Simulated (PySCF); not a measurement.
A species of formula C4H6O2 has this rotational fingerprint, computed with PySCF, PBE0-D3(BJ)/def2-TZVP geometry optimisation, gas phase:

```
Rotational constants : A = 7721, B = 2748, C = 2402 MHz
Dipole components    : |μa| = 0.58 D, |μb| = 1.54 D, |μc| = 0.00 D
Inertial defect      : -38.93 u·Å²
κ                    : -0.87
```

Question: Which candidate fits, each taken in the one conformer that was computed?
A. `[O:1]=[C:2]([OH:3])[CH:4]1[CH2:5][CH2:6]1` with O1–C2–O3–H 0°, O1–C2–C4–C5 33°
B. `[CH2:1]=[C:2]([CH3:3])[C:4](=[O:5])[OH:6]` with C1–C2–C4–O5 -179°, C2–C4–O6–H 180°
C. `[O:1]=[C:2]1[CH2:3][CH2:4][CH2:5][O:6]1` with O1–C2–C3–C4 164°, C2–C3–C4–C5 27°, C3–C4–C5–O6 -29°, C4–C5–O6–C2 21° (gamma-butyrolactone)
D. `[CH3:1][C:2](=[O:3])[C:4]([CH3:5])=[O:6]` with C1–C2–C4–C5 180°

Answer: A. It is O=C(O)C1CC1, an asymmetric top, point group Cs. The candidates at the same level (rigid rotor, commonest isotopes):

```
      SMILES  A (MHz)  B (MHz)  C (MHz)  μa (D)  μb (D)  μc (D)  Δ (u·Å²)  point group           rotor
C=C(C)C(=O)O     5429     3536     2170    0.72    1.53    0.00     -3.09           Cs  asymmetric top
 O=C(O)C1CC1     7721     2748     2402    0.58    1.54    0.00    -38.93           Cs  asymmetric top
   O=C1CCCO1     7383     3619     2584    4.40    1.42    0.38    -12.53           C1  asymmetric top
CC(=O)C(C)=O     5344     3411     2136    0.00    0.00    0.00     -6.14     near C2h  asymmetric top
```

`C=C(C)C(=O)O` has A 30 % too low; `O=C1CCCO1` has B 32 % too high; `CC(=O)C(C)=O` has A 31 % too low. In the right answer the mirror of this Cs structure is the ab plane, so μc vanishes by symmetry (the 0.01 D computed is a residue). No structure here is proved a minimum.
